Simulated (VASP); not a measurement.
Output of a VASP run:

File OSZICAR:
```
...
DAV:   7    -0.232198990337E+02   -0.92943E-01   -0.20519E+00  2562   0.119E+01    0.324E+00
DAV:   8    -0.231786176197E+02    0.41281E-01   -0.21682E-01  3914   0.508E+00    0.171E+00
DAV:   9    -0.231636925924E+02    0.14925E-01   -0.51865E-02  4050   0.364E+00    0.434E-01
DAV:  10    -0.231615739331E+02    0.21187E-02   -0.83881E-03  4042   0.138E+00    0.175E-01
DAV:  11    -0.231620098551E+02   -0.43592E-03   -0.53802E-03  3916   0.729E-01    0.170E-01
DAV:  12    -0.231617474582E+02    0.26240E-03   -0.12216E-03  3844   0.448E-01    0.231E-02
DAV:  13    -0.231617585604E+02   -0.11102E-04   -0.93182E-05  2974   0.767E-02    0.115E-02
DAV:  14    -0.231617579270E+02    0.63336E-06   -0.28367E-06  3920   0.200E-02    0.903E-03
DAV:  15    -0.231617575067E+02    0.42034E-06   -0.66670E-07  3600   0.626E-03    0.463E-03
DAV:  16    -0.231617571334E+02    0.37330E-06   -0.15865E-06  3082   0.145E-02    0.104E-03
DAV:  17    -0.231617571940E+02   -0.60585E-07   -0.23860E-07  2342   0.348E-03
   1 F= -.21229287E+02 E0= -.21229372E+02  d E =-.212293E+02
       N       E                     dE             d eps       ncg     rms          rms(c)
DAV:   1    -0.245857125099E+02   -0.14240E+01   -0.39020E+01  2980   0.129E+02    0.971E+00
DAV:   2    -0.232273120252E+02    0.13584E+01   -0.33951E+00  3048   0.452E+01    0.291E+00
DAV:   3    -0.230326638225E+02    0.19465E+00   -0.66421E-01  3474   0.204E+01    0.161E+00
DAV:   4    -0.230285272242E+02    0.41366E-02   -0.10349E-01  3804   0.356E+00    0.544E-01
DAV:   5    -0.230253173495E+02    0.32099E-02   -0.26042E-02  3466   0.146E+00    0.563E-01
DAV:   6    -0.230253810426E+02   -0.63693E-04   -0.26970E-03  3346   0.623E-01    0.118E-01
DAV:   7    -0.230252266125E+02    0.15443E-03   -0.52029E-04  4172   0.261E-01    0.116E-01
DAV:   8    -0.230252360988E+02   -0.94863E-05   -0.16150E-04  4264   0.206E-01    0.394E-02
DAV:   9    -0.230252379324E+02   -0.18335E-05   -0.38460E-05  3006   0.675E-02    0.140E-02
DAV:  10    -0.230252380492E+02   -0.11688E-06   -0.91955E-07  3314   0.904E-03    0.149E-02
DAV:  11    -0.230252377527E+02    0.29654E-06   -0.20512E-06  3028   0.178E-02    0.800E-03
DAV:  12    -0.230252374300E+02    0.32269E-06   -0.41610E-07  3366   0.594E-03    0.557E-03
DAV:  13    -0.230252373915E+02    0.38493E-07   -0.23563E-08  1352   0.289E-03
   2 F= -.21222314E+02 E0= -.21222393E+02  d E =0.697242E-02
       N       E                     dE             d eps       ncg     rms          rms(c)
DAV:   1    -0.235278536162E+02   -0.50262E+00   -0.11341E+01  2998   0.759E+01    0.444E+00
DAV:   2    -0.231925211733E+02    0.33533E+00   -0.81827E-01  3334   0.214E+01    0.155E+00
DAV:   3    -0.231320639609E+02    0.60457E-01   -0.19398E-01  3136   0.121E+01    0.461E-01
DAV:   4    -0.231310953505E+02    0.96861E-03   -0.23903E-02  3750   0.167E+00    0.380E-01
DAV:   5    -0.231309099871E+02    0.18536E-03   -0.16381E-03  3130   0.360E-01    0.276E-01
DAV:   6    -0.231307644705E+02    0.14552E-03   -0.58901E-04  3428   0.445E-01    0.111E-01
DAV:   7    -0.231307451692E+02    0.19301E-04   -0.13911E-04  2758   0.119E-01    0.253E-02
DAV:   8    -0.231307542393E+02   -0.90701E-05   -0.21215E-05  3108   0.330E-02    0.245E-02
DAV:   9    -0.231307458900E+02    0.83494E-05   -0.14868E-05  3786   0.420E-02    0.661E-03
DAV:  10    -0.231307458544E+02    0.35543E-07   -0.19338E-06  2956   0.986E-03    0.237E-03
DAV:  11    -0.231307458916E+02   -0.37145E-07   -0.24373E-07  2272   0.351E-03
   3 F= -.21261469E+02 E0= -.21261551E+02  d E =-.321825E-01
```

### OUTCAR
```
------------------------ aborting loop because EDIFF is reached ----------------------------------------
  FORCE on cell =-STRESS in cart. coord.  units (eV):
  Direction    XX          YY          ZZ          XY          YZ          ZX
  --------------------------------------------------------------------------------------
  Total        1.8684969      1.8684969      1.8336352      0.0000000      0.0000000     -0.0000000
  in kB       49.9791413     49.9791437     49.0466515      0.0000000      0.0000000     -0.0000000
  external PRESSURE =      -0.3316878 kB  Pullay stress =      50.0000000 kB
  volume of cell :       59.90
      direct lattice vectors                 reciprocal lattice vectors
     1.749572485 -3.030348506  0.000000000     0.285784101 -0.164997524  0.000000000
     1.749572485  3.030348506  0.000000000     0.285784101  0.164997524  0.000000000
    -0.000000000  0.000000000  5.648844912     0.000000000  0.000000000  0.177027342
 POSITION                                       TOTAL-FORCE (eV/Angst)
 -----------------------------------------------------------------------------------
      1.74957     -1.01012      2.82402        -0.000000      0.000000      0.004375
      1.74957      1.01012      5.64844        -0.000000      0.000000      0.004375
      1.74957     -1.01012      4.96574        -0.000000     -0.000000     -0.004375
      1.74957      1.01012      2.14132         0.000000     -0.000000     -0.004375
 -----------------------------------------------------------------------------------
    total drift:                                0.000001      0.001480      0.000073
  FREE ENERGIE OF THE ION-ELECTRON SYSTEM (eV)
  ---------------------------------------------------
  free  energy   TOTEN  =       -23.1307458916 eV

  energy  without entropy=      -23.1309926292  energy(sigma->0) =      -23.13082814
  enthalpy is  TOTEN    =       -21.2614692177 eV   P V=        1.8692766738

 reached required accuracy - stopping structural energy minimisation
```
(Selected blocks of OUTCAR.)

File POSCAR:
```
InN
1
    1.7690571017    -3.0640968522    -0.0000000000
    1.7690571017     3.0640968522     0.0000000000
    0.0000000000     0.0000000000     5.7118804560
In N
2 2
Direct
  0.6666670000   0.3333330000   0.4998915258
  0.3333330000   0.6666670000   0.9998915258
  0.6666670000   0.3333330000   0.8791084742
  0.3333330000   0.6666670000   0.3791084742
```

Task: Reconstruct the remaining input files.

Result: One answer among several that fit: the input of the run itself, PBEsol GGA, plane waves, VASP's PBE PAW potentials (set 64).

**KPOINTS**
```
kpoints
0
gamma
10 10 6
0 0 0
```

### INCAR
```
NELM = 100
IBRION = 2   # conjugate gradients
SYSTEM = InN
NSW = 40   # most ionic steps
ENCUT = 600   # plane-wave cut-off (eV)
LCHARG = F
EDIFFG = -0.01
ISMEAR = 1   # Methfessel-Paxton
EDIFF = 1E-7   # SCF stop (eV)
LMAXMIX = 4   # l cut-off of mixed one-centre charges
LREAL = F   # projection in real space or not
ISIF = 3   # ions, shape and volume
LWAVE = F
PSTRESS = 50
LASPH = T   # aspherical one-centre terms
SIGMA = 0.1
GGA = PS
ALGO = Normal
PREC = Accurate
```

POTCAR, in this order: In_d N (PBE.64 set). Program: vasp_std.

Energy and stress use the plane-wave basis of the starting cell.

The compound is InN in the wurtzite structure. This run relaxes it under an external pressure of 5 GPa. Symmetry was kept, so distortions that lower it aren't found.
